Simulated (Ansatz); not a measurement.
## A defect in a wire: Mo wire along [100], 4 atoms a period, Ti in place of one Mo

What does the defect do to the conductance?

Program: Ansatz 0.2.0. Level of theory: DFT PBE, plane waves, PAW; relaxation of a wire's period, in the first sound run; inputs show where later runs differ. Results are calculated unless marked as measured.

Report form: the programs' logs are mostly left out.

### 1. The starting structure

The cell holds 4 atoms: 4 Mo. Its edges and angles: a = 9.960 Å, b = 9.960 Å, c = 3.160 Å, α = 90.0°, β = 90.0°, γ = 90.0°. Vacuum lies along a and b. The structure's axis is c.

### 2. Relaxation of atoms and period

Band widths follow the bond lengths, so the wire is relaxed first. The atoms and the third cell vector are free; the box across stays fixed as vacuum. A Fermi-Dirac smearing is set since the result may be a metal. The pressure printed is a third of the stress's trace over the whole box, vacuum included; only the stress along the axis is relaxed.

Contents of input.yaml:

```yaml
crystal:
  lattice:
    - [9.96, 0.0, 0.0]
    - [0.0, 9.96, 0.0]
    - [0.0, 0.0, 3.16]
  atoms:
    - { symbol: Mo, position: [0.341365462, 0.5, 0.0] }
    - { symbol: Mo, position: [0.658634538, 0.5, 0.0] }
    - { symbol: Mo, position: [0.5, 0.341365462, 0.5] }
    - { symbol: Mo, position: [0.5, 0.658634538, 0.5] }
kpoints:
  mp_grid: { grid: [1, 1, 26] }
scf:
  occupations: { method: fermi_dirac, width: 0.05 }
hamiltonian:
  xc: pbe
relax:
  cell: { fix: [a, b, alpha, beta, gamma] }
  max_steps: 60
```

On the command line:

```
ansatz run input.yaml --threads 4 --pin off --max-ram 16384MiB --backend cpu --events-out ev --progress --plain --runs-dir out
```

It took 18 s on 4 threads of Arm Neoverse V1, shared host; peak memory 0.69 GiB.

Step by step:

```
step  energy less that of the first step (eV)  largest force component (eV/Å)  pressure (GPa)  volume (Å³)
   1                                   0.0000                          4.0753           -6.61       313.48
   2                                  -1.7630                          0.7673            0.27       309.30
   3                                  -1.7413                          0.3877            0.35       294.79
   4                                  -1.8268                          0.1822           -0.24       303.39
   5                                  -1.8286                          0.0148            0.03       303.23
   6                                  -1.8287                          0.0132           -0.01       303.57
   7                                  -1.8287                          0.0003           -0.02       303.49
  8*                                  -1.8281                          0.0001           -0.02       303.49
```

Relaxation steps marked * repeat the geometry before them on a plane-wave basis chosen anew for their cell, so energy and pressure can jump there. Relaxation step 3 was tried and not accepted.

The run keeps the 16 symmetry operations that it works with, so distortions that break them were not tested.

```
cell as run  before  after  change
      c (Å)   3.160  3.059  -3.2 %
```

The atoms that moved most (Å, along periodic axes as changes of fractional coordinates times the final cell, across vacuum about the mean position):

```
atom      dx      dy     dz  length
 Mo1   0.168   0.000  0.000   0.168
 Mo2  -0.168   0.000  0.000   0.168
 Mo3   0.000   0.168  0.000   0.168
 Mo4   0.000  -0.168  0.000   0.168
```

The relaxed structure:

```xyz
4
Lattice="9.9600 0.0000 0.0000 0.0000 9.9600 0.0000 0.0000 0.0000 3.0593" Properties=species:S:1:pos:R:3
Mo    3.5677    4.9800    0.0000
Mo    6.3923    4.9800    0.0000
Mo    4.9800    3.5677    1.5297
Mo    4.9800    6.3923    1.5297
```

Numbers from this step:

- energy at zero smearing: -19815.4039 eV
- cell length along the wire: 3.059 Å

The cell's length comes to 3.059 Å with spin left out.

### 3. Bands of the perfect wire

This step: DFT PBE, plane waves, PAW; channels and complex bands of a perfect wire (Ansatz 0.2.0).

At the relaxed period the Bloch states of the perfect wire are found at each energy: those that move forward count the open channels, and those that decay describe how a disturbance dies away inside the wire itself. An energy step of 0.035 eV is under the 0.039 eV that the program asks for its thermal average at 300 K.

Contents of input.yaml:

```yaml
crystal:
  lattice:
    - [9.96, 0.0, 0.0]
    - [0.0, 9.96, 0.0]
    - [0.0, 0.0, 3.0593237114]
  atoms:
    - { symbol: Mo, position: [0.358203969, 0.5, 0.0] }
    - { symbol: Mo, position: [0.641796031, 0.5, 0.0] }
    - { symbol: Mo, position: [0.5, 0.358203969, 0.5] }
    - { symbol: Mo, position: [0.5, 0.641796031, 0.5] }
kpoints:
  mp_grid: { grid: [1, 1, 27] }
scf:
  occupations: { method: fermi_dirac, width: 0.05 }
hamiltonian:
  xc: pbe
output:
  transmission:
    e_range: [-1.26, 1.26]
    de: 0.035
    kmesh: [1, 1]
    reduced_basis: true
    leads: [[0, 0]]
basis:
  ecutwfc: "350 eV"
```

Wall time 62 s (4 threads); peak memory 1.1 GiB.

This step gave:

* energy at zero smearing: -19815.3924 eV
* channels at the energy nearest the Fermi level, one spin: 3
* conductance of the lead as this run defines it: 3.005 G₀
* band gap: 0 eV

The open channels of the lead, one spin by energy, zero at the Fermi level:

```
energy (eV)  open channels of the lead, one spin
      -1.26                                    4
      -1.19                                    2
      -1.12                                    2
      -1.05                                    2
      -0.98                                    2
      -0.91                                    2
      -0.84                                    2
      -0.77                                    2
      -0.70                                    6
      -0.63                                    6
      -0.59                                    6
      -0.53                                    6
      -0.46                                    6
      -0.39                                    7
      -0.32                                    7
      -0.24                                    3
      -0.17                                    3
      -0.10                                    3
      -0.04                                    3
       0.00                                    3
       0.04                                    3
       0.10                                    3
       0.17                                    5
       0.24                                    6
       0.32                                    6
       0.39                                    6
       0.46                                    6
       0.53                                    8
       0.59                                    8
       0.63                                    8
       0.70                                    6
       0.77                                    6
       0.84                                    8
       0.91                                    8
       0.98                                    6
       1.05                                    7
       1.12                                    7
       1.19                                    9
       1.26                                    9
```

The slowest values at each energy, most degenerate partners merged, listed up to 1.5 1/Å. Table of Im kz of the slowest decaying states by energy, zero at the Fermi level:

```
energy (eV)  decay 1 (Å⁻¹)  decay 2 (Å⁻¹)  decay 3 (Å⁻¹)  decay 4 (Å⁻¹)
     -1.190         0.0509          0.136          0.165          0.257
     -1.015         0.0475          0.134          0.215          0.236
     -0.805         0.0599         0.0720          0.199          0.249
     -0.595          0.129          0.138          0.259          0.348
     -0.385          0.157          0.255          0.346          0.346
     -0.210         0.0471          0.169          0.242          0.309
      0.000         0.0896          0.167          0.215          0.241
      0.210         0.0567         0.0943          0.130          0.170
      0.385          0.102          0.105          0.230          0.237
      0.595          0.151          0.188          0.238          0.275
      0.805         0.0627          0.171          0.181          0.297
      1.015         0.0590          0.141          0.144          0.202
      1.190          0.187          0.214          0.224          0.324
```

By hand: the program gives 2.3473 × 10^14 S/m² over the cell's cross-section of 99.20 Å² = 9.920 × 10^-19 m², so one cell conducts 2.329 × 10^-4 S. Divided by G0 = 2e²/h = 7.748 × 10^-5 S this is 3.01 G0, a resistance of 4.29 kΩ.

At the computed energy nearest the Fermi level there are 3 channels a spin, and the thermal average gives 3.01 G₀.

### 4. Relaxation of the scattering region

This step: DFT PBE, plane waves, PAW; relaxation of a junction in a wire, ends held (Ansatz 0.2.0).

System of this step: Mo wire along [100], 4 atoms a period, Ti in place of one Mo. The cell holds 36 atoms: 35 Mo and 1 Ti. Cell: a = 9.960 Å, b = 9.960 Å, c = 27.534 Å, α = 90.0°, β = 90.0°, γ = 90.0°. Regions: held atoms, 24 atoms (24 Mo); free atoms, 12 atoms (11 Mo and 1 Ti). Vacuum lies along a and b. The structure's axis is c.

12 atoms at the defect are free to relax, while 24 stay where the perfect wire has them, so that the ends still repeat as a lead. The cutoff is set under the files' recommended one to save time.

Contents of input.yaml:

```yaml
crystal:
  lattice:
    - [9.96, 0.0, 0.0]
    - [0.0, 9.96, 0.0]
    - [0.0, 0.0, 27.5339134027]
  atoms:
    - { symbol: Mo, position: [0.358203969, 0.5, 0.0] }
    - { symbol: Mo, position: [0.641796031, 0.5, 0.0] }
    - { symbol: Mo, position: [0.5, 0.358203969, 0.055555556] }
    - { symbol: Mo, position: [0.5, 0.641796031, 0.055555556] }
    - { symbol: Mo, position: [0.358203969, 0.5, 0.111111111] }
    - { symbol: Mo, position: [0.641796031, 0.5, 0.111111111] }
    - { symbol: Mo, position: [0.5, 0.358203969, 0.166666667] }
    - { symbol: Mo, position: [0.5, 0.641796031, 0.166666667] }
[... 24 atom lines left out ...]
    - { symbol: Mo, position: [0.358203969, 0.5, 0.888888889] }
    - { symbol: Mo, position: [0.641796031, 0.5, 0.888888889] }
    - { symbol: Mo, position: [0.5, 0.358203969, 0.944444444] }
    - { symbol: Mo, position: [0.5, 0.641796031, 0.944444444] }
magnetization:
  spin_polarized: true
kpoints:
  mp_grid: { grid: [1, 1, 1] }
scf:
  occupations: { method: fermi_dirac, width: 0.1 }
hamiltonian:
  xc: pbe
relax:
  constraints:
    - { sites: [0, 1, 2, 3, 4, 5, 6, 7, 8, 9, 10, 11, 24, 25, 26, 27, 28, 29, 30, 31, 32, 33, 34, 35] }
  f_tol: 0.06
  max_steps: 35
basis:
  ecutwfc: "350 eV"
```

Run time: 5.6 min. Hardware: 4 threads; peak memory 3.4 GiB.

Step by step:

```
step  energy less that of the first step (eV)  largest force component (eV/Å)
   1                                   0.0000                          0.7428
   2                                   0.0793                          0.6175
   3                                  -0.0421                          0.1704
   4                                  -0.0457                          0.1877
   5                                  -0.0485                          0.1652
   6                                  -0.0520                          0.0548
   7                                  -0.0520                          0.0549
```

Relaxation step 2 was tried and not accepted.

The atoms that moved most (Å):

```
atom      dx      dy      dz  length
Ti19   0.000  -0.094  -0.002   0.094
Mo24   0.000  -0.039  -0.064   0.075
Mo16   0.000  -0.036   0.055   0.066
Mo20   0.000  -0.044   0.001   0.044
Mo21  -0.011  -0.040  -0.002   0.042
Mo22   0.011  -0.040  -0.002   0.042
Mo18   0.013  -0.037  -0.004   0.040
Mo17  -0.013  -0.037  -0.004   0.040
```

Numbers from this step:

| Quantity | Value |
| --- | --- |
| energy at zero smearing | -175883.0770 eV |
| absolute moment | 0 μB |

The largest force component on a free atom ends at 0.055 eV/Å, under the limit of 0.06. Ti ends nearest to Mo at 2.55 Å, Mo at 2.55 Å, Mo at 2.56 Å, Mo at 2.56 Å, Mo at 2.87 Å, Mo at 3.06 Å and Mo at 3.07 Å.

[end of part 1 of 2]

[Logs are printed without paths, hosts, clocks, repeated set-up lines and the standing remarks that a program may print on its own settings, such as how far it seeks lower states.]

[Hosts, paths, dates, database ids (printed as entryN), source tags and the programs' standing remarks are cut or masked in the printed files.]
